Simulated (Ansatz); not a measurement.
Crystal: Ni.

```
Ni
1.0
     0.00000    1.73757    1.73757
     1.73757    0.00000    1.73757
     1.73757    1.73757    0.00000
Ni
1
Direct
  0.00000 0.00000 0.00000
```

```yaml
Program: Ansatz 0.2.0
Task: relaxation of cell and atoms
Functional: HSE06
Potentials_or_basis: Ansatz PAW
Cutoff: "420 eV (not typed: the program's choice for these potentials)"
k_mesh: 7 × 7 × 7
Occupations: fermi-dirac, width 0.05 eV
Spin: collinear spin, ferromagnetic start
Starting_moments: "[1.0] μB"
```

At the start: volume 10.49 Å³/atom.

Problem. Where does the relaxation end?

Solution. It ends after 7 steps and the volume is 10.81 Å³/atom (+3.1 %); space group Fm-3m (No. 225, to 0.05 Å); moment 0.99 μB per cell.

The path:
```
step  energy change (eV)  largest force (eV/Å)  volume (Å³)
   1              0.0000                0.0000        10.49
   2             -0.0040                0.0000        10.64
   3             -0.0055                0.0000        10.81
   4             -0.0054                0.0000        10.82
   5             -0.0062                0.0000        10.82
   6             -0.0062                0.0000        10.81
   7             -0.0062                0.0000        10.81
```

Final structure:
```
CELL_PARAMETERS angstrom
0.00000 1.75522 1.75522
1.75522 0.00000 1.75522
1.75522 1.75522 0.00000
ATOMIC_POSITIONS crystal
Ni 0.00000 0.00000 0.00000
```

Caveat: the k mesh is coarse (spacing up to 0.45 Å⁻¹), so the values aren't converged, least of all with exact exchange; the magnetic or orbital state may not be the lowest; the plane-wave basis is chosen anew once the cell has moved, so the energies of steps on either side of that aren't comparable; the pressure holds a Pulay correction of +0.4 GPa for the finite cutoff; the PAW data sets come from PBE, with cores solved anew for the run's functional, which leaves a small shift of forces and pressure.
